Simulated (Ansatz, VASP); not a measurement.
# BP in VASP and in Ansatz

Contents of POSCAR:

```
BP
1.0
    0.0000000000      2.2323968251      2.3440166664
    2.2323968251      0.0000000000      2.3440166664
    2.2323968251      2.2323968251      0.0000000000
B P
1 1
Direct
    0.0000000000      0.0000000000      0.0000000000
    0.7500000000      0.7500000000      0.7500000000
```

INCAR.step1

```
SYSTEM = BP
ALGO = Normal
EDIFF = 1E-4
ENCUT = 520
GGA = PE
ISMEAR = 0
LASPH = .True.
LCHARG = .False.
LREAL = .False.
LWAVE = .True.
NBANDS = 11
NELM = 80
PREC = Accurate
SIGMA = 0.05
```

File INCAR.step2:

```
SYSTEM = BP
ALGO = Normal
EDIFF = 1E-7
ENCUT = 520
ISIF = 2
ISMEAR = 0
ISTART = 1
LASPH = .True.
LCHARG = .False.
LMIXTAU = .True.
LREAL = .False.
LWAVE = .False.
METAGGA = R2SCAN
NBANDS = 11
NELM = 80
PREC = Accurate
SIGMA = 0.05
```

KPOINTS

```
k-points
0
Gamma
  8 8 8
  0 0 0
```

Input for Ansatz:

```yaml
crystal:
  lattice:
    - [0.0, 2.2323968251, 2.3440166664]
    - [2.2323968251, 0.0, 2.3440166664]
    - [2.2323968251, 2.2323968251, 0.0]
  atoms:
    - { symbol: B, position: [0.0, 0.0, 0.0] }
    - { symbol: P, position: [0.75, 0.75, 0.75] }
basis:
  ecutwfc: 500
kpoints:
  mp_grid: { grid: [8, 8, 8] }
hamiltonian:
  xc: r2scan
scf:
  occupations: { method: gaussian, width: 0.05 }
output:
  forces: true
  stress: true
  eigenvalues: true
```

Alike in both runs: task single point; functional r2SCAN; k mesh 8 × 8 × 8; occupations gaussian, width 0.05 eV; no spin polarisation.

|  | VASP | Ansatz |
| --- | --- | --- |
| version | VASP 6.6.1 | Ansatz 0.2.0 |
| potentials or method | VASP PAW PBE potentials, release 64 (B, P) | scalar-relativistic, plane waves, PAW |
| plane-wave cutoff (eV) | 520 | 500 |
| valence electrons in the cell | 8 | 8 |

VASP gave:

| Property | Result |
| --- | --- |
| gap on the k mesh at the Fermi level (eV) | 1.09 |
| least direct gap on the mesh (eV) | 3.38 |
| pressure (GPa) | -0.7 |
| largest component of the traceless stress (GPa) | 10.00 |

Q: What did Ansatz give for the same quantities?

A: gap on the k mesh at the Fermi level (eV): 1.06; least direct gap on the mesh (eV): 3.34; pressure (GPa): -0.2; largest component of the traceless stress (GPa): 9.96.

Caveats: the PAW data sets were made with another functional, which shifts forces and pressure a little (VASP). r2SCAN opens gaps a little over a GGA but as a rule still falls short of measured ones. A k mesh can miss the band edges.
